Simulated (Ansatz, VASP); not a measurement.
## One calculation of TaN, two programs

INCAR

```
SYSTEM = TaN
  ALGO = Normal
  EDIFF = 1E-7
  ENCUT = 520
  GGA = CA
  ISIF = 2
  ISMEAR = 0
  LASPH = .True.
  LCHARG = .True.
  LELF = .True.
  LREAL = .False.
  LVHAR = .True.
  LWAVE = .False.
  NBANDS = 15
  NELM = 60
  PREC = Accurate
  SIGMA = 0.15
```

File KPOINTS:

```
k-points
0
Gamma
  18 18 18
  0 0 0
```

Contents of POSCAR:

```
TaN
1.0
    0.0000000000      2.2101387059      2.2101387059
    2.2101387059      0.0000000000      2.2101387059
    2.2101387059      2.2101387059      0.0000000000
Ta N
1 1
Direct
    0.4967417379      0.5032582621      0.5032582621
    0.0420914985     -0.0420914985     -0.0420914985
```

Input for Ansatz:

```yaml
crystal:
  lattice:
    - [0.0, 2.2101387059, 2.2101387059]
    - [2.2101387059, 0.0, 2.2101387059]
    - [2.2101387059, 2.2101387059, 0.0]
  atoms:
    - { symbol: Ta, position: [0.4967417379, 0.5032582621, 0.5032582621] }
    - { symbol: "N", position: [0.0420914985, -0.0420914985, -0.0420914985] }
basis:
  ecutwfc: 520.0
kpoints:
  mp_grid: { grid: [18, 18, 18] }
hamiltonian:
  xc: lda
  pseudopotentials: { kind: paw, azcp: { folder: soft_1 } }
scf:
  occupations: { method: gaussian, width: 0.15 }
output:
  forces: true
  stress: true
  eigenvalues: true
  write_density: true
  write_potential: true
  elf: true
  volumetric_format: npy
```

Change from the starting cell: mode 4 frozen in at -0.183 Å, equal normal strain along x, y and z +0.0167.

Alike in both runs: task single point; functional LDA; k mesh 18 × 18 × 18; occupations gaussian, width 0.15 eV; no spin polarisation.

|  | VASP | Ansatz |
| --- | --- | --- |
| version | VASP 6.6.1 | Ansatz 0.2.0 |
| potentials or method | VASP PAW LDA potentials, release 64 (Ta_pv, N) | scalar-relativistic, plane waves, PAW |
| plane-wave cutoff (eV) | 520 | 520 |
| valence electrons in the cell | 16 | 18 |

```tsv
	VASP	Ansatz	Ansatz less VASP
gap on the k mesh at the Fermi level (eV)	none	none	-
pressure (GPa)	-8.3	-10.3	-1.94
largest component of the traceless stress (GPa)	12.38	12.14	-0.247
rms of the force components (eV/Å)	1.032	1.010	-0.0219
```

Atom by atom the forces differ by 0.022 eV/Å (rms over components). A gap of «none» marks a metal or a gap that the smearing closes. The two sets of potentials don't hold the same shells in valence. Ansatz warned: «pseudo_functional_mismatch».

Caveats: forces of over 1 eV/Å show positions far from the minimum, so gaps and moduli don't describe the material at rest. The runs have no spin-orbit coupling, so splittings on Ta are missing.
